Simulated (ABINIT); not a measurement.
# C: equation of state with PBE+D2

**Measured values to compare with.**

“Equation of state of cubic boron nitride at high pressures and temperatures”, 2007, arxiv:cond-mat/0702656 quotes, for a bulk crystal of C: bulk modulus 442 ± 5 GPa.

The system is C.

```
CELL_PARAMETERS angstrom
0.00000 1.78337 1.78337
1.78337 0.00000 1.78337
1.78337 1.78337 0.00000
ATOMIC_POSITIONS crystal
C 0.75000 0.75000 0.75000
C 0.50000 0.50000 0.50000
```

This isn't the form of C at room conditions, which is graphite.

| Item | Value |
| --- | --- |
| Program | ABINIT 10.8.3 (patched build) |
| Task | equation of state |
| Functional | PBE |
| Dispersion | D2 |
| Potentials or basis | JTH PAW PBE v2.0 |
| Cutoff | 544 eV |
| k mesh | 13 × 13 × 13 |
| Occupations | fermi-dirac, width 0.05 eV |
| Spin | no spin polarisation |

* Equilibrium volume: 5.65 Å³/atom
* Bulk modulus: 445 GPa
* Pressure derivative of the bulk modulus: 3.8 (rough: it moves with the points fitted)

Energy against volume, from the lowest point:
| volume (Å³/atom) | energy (meV/atom) |
| --- | --- |
| 5.332 | 27.47 |
| 5.445 | 10.88 |
| 5.558 | 1.96 |
| 5.672 | 0.00 |
| 5.785 | 4.03 |
| 5.899 | 13.76 |
| 6.012 | 28.79 |

Wall time 31 s on 1 thread of Arm Neoverse V1, with other jobs on the host, peak memory 0.11 GiB.

A measured bulk modulus of C is 442 GPa (quoted in “Equation of state of cubic boron nitride at high pressures and temperatures”, 2007, arxiv:cond-mat/0702656); the calculated 445 GPa misses it by +0.8 %. 3 values of this kind are on record (442 to 444.8 GPa); this one was drawn at random among those near their median, those with a stated uncertainty first. The fit is for a static lattice scaled at fixed shape and fixed fractional positions. The cell as given is a measured one (5.67 Å³/atom); PBE+D2 puts the equilibrium volume -0.4 % from it, thermal expansion not counted.

Caveat: pressures at fixed basis lie under the slope of the energies; the atomic spheres overlap.
